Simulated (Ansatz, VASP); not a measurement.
**Two plane-wave programs on CuNi2**

```xyz
6
Lattice="2.4998 0.0000 0.0000 -1.2499 2.1649 0.0000 0.0000 0.0000 12.4412" Properties=species:S:1:pos:R:3 pbc="T T T"
Cu    0.0000    1.4433    3.1103
Cu    1.2499    0.7216    9.3309
Ni    0.0000    1.4433   11.4313
Ni    0.0000    1.4433    7.2305
Ni    1.2499    0.7216    1.0099
Ni    1.2499    0.7216    5.2107
```

Alike in both runs: task single point; functional PBE; k mesh 6 × 6 × 2; occupations gaussian, width 0.1 eV; collinear spin.

|  | VASP | Ansatz |
| --- | --- | --- |
| version | VASP 6.6.1 | Ansatz 0.2.0 |
| potentials or method | VASP PAW PBE potentials, release 64 (Cu, Ni) | scalar-relativistic, plane waves, PAW |
| plane-wave cutoff (eV) | 520 | 420 |
| valence electrons in the cell | 62 | 110 |

```tsv
	VASP	Ansatz	Ansatz less VASP
gap on the k mesh at the Fermi level (eV)	none	none	-
pressure (GPa)	0.3	0.2	-0.14
largest component of the traceless stress (GPa)	0.38	0.39	+0.006
rms of the force components (eV/Å)	0.035	0.034	-0.0009
net moment per atom (μB)	0.35	0.36	+0.003
size of the moment on the site where the two differ most (μB)	0.54	0.56	+0.024
```

Site moments also hang on the region over which each program counts them. Atom by atom the forces differ by 0.001 eV/Å (rms over components). A gap of «none» marks a metal or a gap that the smearing closes. The two sets of potentials don't hold the same shells in valence.

Caveats: the k mesh is coarse (spacing up to 0.48 Å⁻¹), so the values aren't converged.
